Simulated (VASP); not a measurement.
# WC (Qusongite): equation of state with PBE

Crystal: WC (Qusongite).

```
W C
1.0
     2.90650    0.00000    0.00000
    -1.45325    2.51710    0.00000
     0.00000    0.00000    2.83660
W C
1 1
Cartesian
  0.0000 0.0000 0.0000
  1.4533 0.8390 1.4183
```

```yaml
Program: VASP 6.6.1
Task: equation of state
Functional: PBE
Potentials_or_basis: VASP PAW PBE potentials, release 64 (W_sv, C)
Cutoff: 520 eV
k_mesh: 10 × 10 × 9
Occupations: fermi-dirac, width 0.05 eV
Spin: no spin polarisation
```

- Equilibrium volume: 10.55 Å³/atom
- Bulk modulus at fixed shape and positions: 388 GPa
- Pressure derivative of the bulk modulus: 4.3

Energy against volume, from the lowest point:
| volume (Å³/atom) | energy (meV/atom) |
| --- | --- |
| 9.754 | 84.24 |
| 9.961 | 44.49 |
| 10.169 | 18.05 |
| 10.376 | 3.62 |
| 10.584 | 0.00 |
| 10.791 | 6.11 |
| 10.999 | 21.00 |

All runs of the series together: 93 s on 1 thread of AMD EPYC 9R45 (Zen 5) (shared host).

Caveat: the cell was scaled at fixed shape and fractional positions, which overstates the stiffness of a crystal with free parameters, most of all of layers and chains. Spin-orbit coupling is left out, which matters for the levels of W.
